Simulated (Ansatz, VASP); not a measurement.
## One calculation of SiNi3, two programs

Contents of INCAR:

```
  PREC = Accurate
  ENCUT = 520
  EDIFF = 1E-7
  ISMEAR = -1
  SIGMA = 0.05
  LREAL = F
  LASPH = T
  NELM = 150
  ALGO = Normal
  ISIF = 2
  LWAVE = F
  LCHARG = F
  ISPIN = 2
  MAGMOM = 1 1 1 0
  LORBIT = 11
  LMAXMIX = 4
  GGA = PS
  NBANDS = 29
```

KPOINTS

```
regular mesh
0
Gamma
  8 8 8
```

POSCAR

```
SiNi3
1.0
    3.4941292669      0.0000000000      0.0000000000
    0.0000000000      3.4941292669      0.0000000000
    0.0000000000      0.0000000000      3.4941292669
Ni Si
3 1
Direct
    0.5000000000      0.5000000000      0.0000000000
    0.5000000000      0.0000000000      0.5000000000
    0.0000000000      0.5000000000      0.5000000000
    0.0000000000      0.0000000000      0.0000000000
```

The input input.yaml:

```yaml
crystal:
  lattice:
    - [3.4941292669, 0.0, 0.0]
    - [0.0, 3.4941292669, 0.0]
    - [0.0, 0.0, 3.4941292669]
  atoms:
    - { symbol: Ni, position: [0.5, 0.5, 0.0], spin: 1.0 }
    - { symbol: Ni, position: [0.5, 0.0, 0.5], spin: 1.0 }
    - { symbol: Ni, position: [0.0, 0.5, 0.5], spin: 1.0 }
    - { symbol: Si, position: [0.0, 0.0, 0.0] }
kpoints:
  mp_grid: { grid: [8, 8, 8] }
scf:
  occupations: { method: fermi_dirac, width: 0.05 }
hamiltonian:
  xc: pbesol
  pseudopotentials: { kind: all_electron, lapw: { basis_error: 0.002 } }
magnetization:
  spin_polarized: true
output:
  forces: true
  stress: true
  eigenvalues: true
```

Change from the starting cell: volume scaled by 0.96.

Alike in both runs: task single point; functional PBEsol; k mesh 8 × 8 × 8; occupations fermi-dirac, width 0.05 eV; collinear spin.

```csv
,VASP,Ansatz
version,VASP 6.6.1,Ansatz 0.2.0
potentials or method,"VASP PAW PBE potentials, release 64 (Ni, Si)","all-electron LAPW, scalar-relativistic"
plane-wave cutoff (eV),520,see its input
```

```tsv
	VASP	Ansatz	Ansatz less VASP
gap on the k mesh at the Fermi level (eV)	none	none	-
pressure (GPa)	-6.2	-6.4	-0.18
net moment per atom (μB)	0.00	0.00	0.000
```

A gap of «none» marks a metal or a gap that the smearing closes. Ansatz ran all-electron here, so the differences hold the error of VASP's frozen core and of both bases.

Caveats: the PAW data sets were made with another functional, which shifts forces and pressure a little (VASP); the starting moments weren't kept (Ansatz).
